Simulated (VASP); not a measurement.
A run of VASP 6.6.1 is set up as follows.

Contents of INCAR:

```
ALGO = Normal
EDIFF = 1E-8
ENCUT = 520
GGA = PE
IBRION = 8
ISIF = 2
ISMEAR = 0
ISPIN = 2
LASPH = T
LCHARG = F
LMAXMIX = 4
LORBIT = 11
LREAL = F
LWAVE = F
MAGMOM = 3 0
NBANDS = 18
NELM = 100
NSW = 1
PREC = Accurate
SIGMA = 0.02
```

KPOINTS

```
k-points
0
Gamma
  12 12 12
```

POSCAR

```
CoO                                     
1.0
    0.0000000000      2.1217127722      2.1217127722
    2.1217127722      0.0000000000      2.1217127722
    2.1217127722      2.1217127722      0.0000000000
  Co              O             
     1     1
Direct
     0.0000000000000000    0.0000000000000000    0.0000000000000000
     0.5000000000000000    0.5000000000000000    0.5000000000000000
```

Potentials or basis: VASP PAW PBE potentials, release 64 (Co, O).

Run with:

```bash
$ cat potpaw_PBE.64/Co/POTCAR potpaw_PBE.64/O/POTCAR > POTCAR
$ mpirun -np 1 vasp_std > vasp.out
```

**Question.** What does it give for the highest phonon frequency at Γ?

**Answer.** 167 cm⁻¹.

**Question.** Predict the pressure.

**Answer.** 0.0 GPa.

**Question.** Estimate the site moments.

**Answer.** Co +2.56; O +0.30 μB.

**Question.** Estimate the band gap on the k mesh.

**Answer.** None (metal or under the smearing width).

Phonon frequencies in cm⁻¹ (negative: imaginary):
| q point | frequencies |
| --- | --- |
| (0.000, 0.000, 0.000) | 0 0 0 167 167 167 |

Caveat: a cell with one magnetic atom can't hold antiferromagnetic order, which such compounds often take; semilocal functionals often make such compounds metallic where correlation or magnetic order opens a gap, which also shifts bond lengths. With open d or f shells a metallic result of PBE can be an artefact of self-interaction; +U or a hybrid may open a gap.
